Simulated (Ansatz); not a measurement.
# Te: what symmetry allows forces and stress to be

```yaml
crystal:
  lattice:
    - [3.82678, -2.13800, -0.03820]
    - [3.82678, 2.13800, -0.03820]
    - [-0.15421, 0.00000, 5.93813]
  atoms:
    - { symbol: Te, position: [0.65736, 0.65736, 0.63180] }
    - { symbol: Te, position: [0.34264, 0.34264, 0.36820] }
    - { symbol: Te, position: [0.00000, 0.00000, 0.00000] }
```

These are results of Ansatz, DFT PBEsol, scalar-relativistic, plane waves, PAW, not measurements.

Settings: cutoff 420 eV, Γ-centred mesh 12×12×8 on the computed 3-atom cell, Gaussian smearing of 0.10 eV; no spin polarisation.

This distorted cell has space group C2/m, with 4 operations.

Q: Without a calculation: in which directions can each atom feel a force?

A: A force must be left unchanged by every operation that keeps its atom in place, so it lies in the space that those operations leave fixed. Atoms that the group maps onto each other feel forces of one size.
```csv
atom,site symmetry,operations at the site,equivalent to atom,allowed force (Cartesian)
Te1,m,2,1,"in the plane normal to (0.00, 1.00, 0.00)"
Te2,m,2,1,"in the plane normal to (0.00, 1.00, 0.00)"
Te3,2/m,4,3,none
```

That leaves 2 independent force components of 9. A relaxation in this cell that keeps the symmetry moves the atoms in these directions alone.

Q: And the stress tensor?

A: It must be invariant under the point group, which leaves 4 independent components: yz, xy vanish.

Q: Do the computed values obey this?

A: Yes. Forces (eV/Å):
```
Te1  0.065  0.000  1.409
Te2 -0.065  0.000 -1.409
Te3  0.000  0.000  0.000
```

Stress (GPa, compression positive, xx yy zz yz xz xy): 0.43 -0.99 -0.97 0.00 1.72 0.00. The program imposes the same operations on density, forces and stress, so this confirms the analysis and is no independent test of the calculation.

This form isn't the element's structure at ambient conditions.